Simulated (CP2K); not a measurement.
MgS (Niningerite) under changes of volume

One of the cells (17.609 Å³/atom); the others are scaled copies at fixed shape and fractional positions:

```
CELL_PARAMETERS angstrom
3.67929 0.00000 0.00000
1.83964 3.18636 0.00000
1.83964 1.06212 3.00413
ATOMIC_POSITIONS crystal
S 0.50000 0.50000 0.50000
Mg 0.00000 0.00000 0.00000
```

```yaml
Program: CP2K 2026.2
Functional: PBEsol
Potentials_or_basis: POTENTIAL_UZH S GTH-PBE-q6, Mg GTH-PBE-q10; TZVP-MOLOPT-PBE-GTH basis
Density_cutoff: 19048 eV
k_mesh: 9 × 9 × 9
Occupations: fermi-dirac, width 0.05 eV
Spin: no spin polarisation
```

| volume (Å³/atom) | energy over the lowest point (meV/atom) | pressure (GPa) | gap on the mesh (eV) |
| --- | --- | --- | --- |
| 16.553 | 23.02 | 6.6 | 2.85 |
| 16.905 | 10.67 | 4.6 | 2.81 |
| 17.257 | ? | ? | ? |
| 17.609 | 0.64 | 1.1 | 2.73 |
| 17.962 | 0.00 | -0.4 | 2.69 |
| 18.314 | 2.49 | -1.8 | 2.65 |
| 18.666 | 7.81 | -3.0 | 2.61 |

Q: What does the run at 17.257 Å³/atom give?

A: Energy over the lowest point 4.76 meV/atom; pressure 2.7 GPa; gap on the mesh 2.77 eV.

Worked out: A Birch-Murnaghan fit of order 3 (a polynomial in V^(-2/3)) to the other rows has its minimum at 17.80 Å³/atom with B0 = V·E''(V) = 69 GPa (rough, since the energies scatter). It gives 3.64 meV/atom at 17.257 Å³/atom, against the run's 4.76, and -dE/dV = 2.4 GPa, against 2.7. A straight line through the other rows of the gap, of slope -1.99 eV per unit of ln V, gives 2.77 eV, against the run's 2.77.

Energies are extrapolated to zero smearing.

Caveats: the potentials were made for another functional, which shifts forces and pressure; an odd mesh through Γ misses points on the zone boundary, where band edges often lie; the basis of atomic orbitals isn't converged, which shifts pressures, moduli and gaps.
